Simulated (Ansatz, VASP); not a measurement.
## InP in VASP and in Ansatz

```
CELL_PARAMETERS angstrom
0.00000 2.93050 2.93050
2.93050 0.00000 2.93050
2.93050 2.93050 0.00000
ATOMIC_POSITIONS crystal
In 0.00000 0.00000 0.00000
P 0.75000 0.75000 0.75000
```

Alike in both runs: task single point; functional PBE; k mesh 4 × 4 × 4; occupations fermi-dirac, width 0.05 eV; no spin polarisation.

```csv
,VASP,Ansatz
version,VASP 6.6.1,Ansatz 0.2.0
potentials or method,"VASP PAW PBE potentials, release 64 (In_d, P), cutoff 520 eV",all-electron PAW datasets made for the crystal
```

```csv
,VASP,Ansatz,Ansatz less VASP
gap on the k mesh at the Fermi level (eV),0.70,0.70,+0.002
least direct gap on the mesh (eV),0.70,0.70,+0.002
pressure (GPa),3.5,3.5,+0.06
```

Ansatz ran all-electron here, so the differences hold the error of VASP's frozen core and of both bases.

Caveats: the k mesh is coarse (spacing up to 0.46 Å⁻¹), so the values aren't converged; spin-orbit coupling is left out, which moves the levels of the heavy elements. As with any semilocal functional, this PBE gap is likely too small.
